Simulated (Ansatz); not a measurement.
Wanted: the native input for an Ansatz 0.2.0 run.

* Task: single point
* Functional: HISS
* Potentials or basis: Ansatz PAW
* Cutoff: 420 eV (not typed: the program's choice for these potentials)
* k mesh: 6 × 6 × 6
* Occupations: fermi-dirac, width 0.05 eV
* Spin: no spin polarisation

Crystal: CdO (Monteponite).

```
CELL_PARAMETERS angstrom
0.00000 2.34950 2.34950
2.34950 0.00000 2.34950
2.34950 2.34950 0.00000
ATOMIC_POSITIONS crystal
Cd 0.00000 0.00000 0.00000
O 0.50000 0.50000 0.50000
```

One way to write it, as run:

input.yaml

```yaml
crystal:
  lattice:
    - [0.0, 2.3495, 2.3495]
    - [2.3495, 0.0, 2.3495]
    - [2.3495, 2.3495, 0.0]
  atoms:
    - { symbol: Cd, position: [0.0, 0.0, 0.0] }
    - { symbol: O, position: [0.5, 0.5, 0.5] }
hamiltonian:
  xc: hiss
  pseudopotentials: { kind: paw }
kpoints:
  mp_grid: { grid: [6, 6, 6] }
scf:
  occupations: { method: fermi_dirac, width: 0.05 }
  exx: { singularity: none }
output:
  forces: true
  stress: true
  eigenvalues: true
```

Potentials or basis: Ansatz PAW.

The run is started by

```bash
$ ansatz run input.yaml --threads 2 --pin off --max-ram 5632MiB --backend cpu --events-out ev --progress --plain --runs-dir out
```

Results of the run:

```json
{
 "Pressure": "-2.0 GPa",
 "Band gap on the k mesh": "1.83 eV, indirect (least direct gap 3.31 eV)"
}
```

Caveat: the pressure holds a Pulay correction of +0.5 GPa for the finite cutoff; the PAW data sets come from PBE, with cores solved anew for the run's functional, which leaves a small shift of forces and pressure; the thresholds are loose for stress.

Wall time 10 s on 2 threads of Intel(R) Xeon(R) 6975P-C (Granite Rapids), on a shared host, peak memory 1.2 GiB.
